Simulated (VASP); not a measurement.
The system is Ce.

```
Ce
1.0
    -1.94330    1.94330    1.94330
     1.94330   -1.94330    1.94330
     1.94330    1.94330   -1.94330
Ce
1
Direct
  0.00000 0.00000 0.00000
```

This isn't the form of Ce at room conditions, which is fcc.

| Item | Value |
| --- | --- |
| Program | VASP 6.6.1 |
| Task | single point |
| Functional | PBE |
| Potentials or basis | VASP PAW PBE potentials, release 64 (Ce) |
| Cutoff | 520 eV |
| k mesh | 10 × 10 × 10 |
| Occupations | fermi-dirac, width 0.05 eV |
| Spin | collinear spin, ferromagnetic start |
| Starting moments | [1.0] μB |

On this cell: pressure -0.8 GPa; net moment 1.00 μB per cell; site moments Ce +0.79 μB; band gap on the k mesh none (metal or under the smearing width).

The same run follows on a disturbed copy (cell strained at random at fixed volume):

```
Ce
1.0
    -1.92965    1.98838    1.94753
     1.91087   -2.00598    1.94635
     1.89616    1.97250   -1.96514
Ce
1
Direct
  0.01269 0.01560 0.00024
```

**Question.** What does the disturbed cell give?

**Answer.** The energy (extrapolated to zero smearing) moves by -6.9 meV/atom; pressure -1.0 GPa; net moment 0.94 μB per cell; site moments Ce +0.74 μB; band gap on the k mesh none (metal or under the smearing width).

Stress tensor (GPa, compression positive):
```
-2.87  0.22  0.10
 0.22  0.75  0.11
 0.10  0.11 -0.78
```

The energy falls, though the first cell shows no forces: that form is unstable against this distortion, unless noise or another electronic state is at work.

Caveats: the magnetic or orbital state may not be the lowest; spin-orbit coupling is left out, which moves the levels of the heavy elements.
